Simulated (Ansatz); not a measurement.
A calculation with Ansatz 0.2.0 of Ca (ASE script, Cartesian positions):

Contents of run.py:

```python
import json

import numpy as np

import ansatz as az

calculation = (
    az.Crystal.from_extxyz("Ca.xyz")
    .calculation()
    .kpoints(8, 8, 8)
    .functional("blyp")
    .pseudopotentials(kind="paw")
    .scf(extra_bands=6)
    .occupations(method="fermi_dirac", width=0.025)
    .band_structure(path=(((0.0, 0.0, 0.0), (0.5, 0.0, 0.5), (0.5, 0.25, 0.75), (0.375, 0.375, 0.75), (0.0, 0.0,
        0.0), (0.5, 0.5, 0.5), (0.625, 0.25, 0.625), (0.5, 0.25, 0.75), (0.5, 0.5, 0.5), (0.375, 0.375, 0.75)),
        ((0.625, 0.25, 0.625), (0.5, 0.0, 0.5))), intervals=14)
    .forces()
    .stress()
    .band_table(publish=True)
)
outcome = calculation.run(threads=2, events_out="events.jsonl")

report = outcome.report
for line in open("events.jsonl"):
    event = json.loads(line)
    if event["event"] == "scf_iter":
        d = event["data"]
        print(f"SCF {d['iter']:3d}  HF = {d['harris_foulkes_ev']:.6f} eV  dr2 = {d['dr2_ev']:.2e} eV")
    elif event["event"] in ("relax_step", "md_step"):
        d = event["data"]
        print(f"{event['event']} {d['step']:3d}  E = {d['lagrangian_ev']:.6f} eV")
np.set_printoptions(precision=5, suppress=True, linewidth=110)
print("converged:", report["converged"], "after", report["n_iterations"], "iterations")
print(f"free energy {report['free_energy_ev']:.6f} eV, Fermi level {report['fermi_energy_ev']:.4f} eV")
for key in ("band_edges_ev", "magnetization_mub", "site_moments_mub", "site_moments_nc_mub", "forces_ev_ang",
                "stress_gpa"):
    if report.get(key) is not None:
        print(key, np.array(report[key]), sep="\n")
```

File Ca.xyz:

```xyz
1
Lattice="0.0000000000 2.7942000000 2.7942000000 2.7942000000 0.0000000000 2.7942000000 2.7942000000 2.7942000000 0.0000000000" Properties=species:S:1:pos:R:3 pbc="T T T"
Ca     0.0000000000      0.0000000000      0.0000000000
```

Potentials or basis: Ansatz PAW.

Run with:

```console
$ python run.py
```

Write the same calculation in another form: native input, structure typed inline.

As run:

Contents of input.yaml:

```yaml
crystal:
  lattice:
    - [0.0, 2.7942, 2.7942]
    - [2.7942, 0.0, 2.7942]
    - [2.7942, 2.7942, 0.0]
  atoms:
    - { symbol: Ca, position: [0.0, 0.0, 0.0] }
hamiltonian:
  xc: blyp
  pseudopotentials: { kind: paw }
kpoints:
  mp_grid: { grid: [8, 8, 8] }
  band_path:
    path:
      - [[0.0, 0.0, 0.0], [0.5, 0.0, 0.5], [0.5, 0.25, 0.75], [0.375, 0.375, 0.75], [0.0, 0.0, 0.0], [0.5, 0.5, 0.5], [0.625, 0.25, 0.625], [0.5, 0.25, 0.75], [0.5, 0.5, 0.5], [0.375, 0.375, 0.75]]
      - [[0.625, 0.25, 0.625], [0.5, 0.0, 0.5]]
    npoints: 14
scf:
  occupations: { method: fermi_dirac, width: 0.025 }
  n_extra_bands: 6
output:
  forces: true
  stress: true
  eigenvalues: true
  fatbands: false
```

Potentials or basis: Ansatz PAW.

Command:

```bash
$ ansatz run input.yaml --threads 2 --pin off --max-ram 5120MiB --backend cpu --events-out ev --progress --plain --runs-dir out
```

Both were run:

|  | ASE script, Cartesian positions | native input, structure typed inline |
| --- | --- | --- |
| Pressure | -0.4 GPa | -0.4 GPa |
| Band gap on the k mesh | none (metal or under the smearing width) | none (metal or under the smearing width) |

Keys that steer only the numerical path or the files written may differ.

Caveat: the PAW data sets come from PBE, with cores solved anew for the run's functional, which leaves a small shift of forces and pressure.
